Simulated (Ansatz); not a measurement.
Pt: single point with PBE

Pt:

```
Pt
1.0
     0.00000    1.96090    1.96090
     1.96090    0.00000    1.96090
     1.96090    1.96090    0.00000
Pt
1
Direct
  0.00000 0.00000 0.00000
```

```
Program             : Ansatz 0.2.0
Task                : single point
Functional          : PBE
Potentials or basis : all-electron LAPW, scalar-relativistic
Cutoff              : 270 eV (chosen from the basis error)
Basis error allowed : 0.001 eV/atom
k mesh              : 12 × 12 × 12
Occupations         : gaussian, width 0.015 eV
Spin                : no spin polarisation
```

The pressure is 10.2 GPa and the band gap on the k mesh is none (metal or under the smearing width).

Levels at points of the mesh, in eV from the Fermi level:
```csv
k point,band 19,band 20,band 21,band 22,band 23,band 24
"(0.00, 0.00, 0.00)",-3.82,-3.82,-1.66,-1.66,14.57,19.52
"(0.00, 0.00, -0.50)",-3.89,-0.52,0.02,0.02,5.83,14.14
"(0.00, -0.50, -0.50)",-0.01,0.48,0.48,1.74,8.87,11.36
```

Wall time 9.9 s on 1 thread of Arm Neoverse V1, with other jobs on the host, peak memory 0.29 GiB.

The run has no spin-orbit coupling, so splittings on Pt are missing.
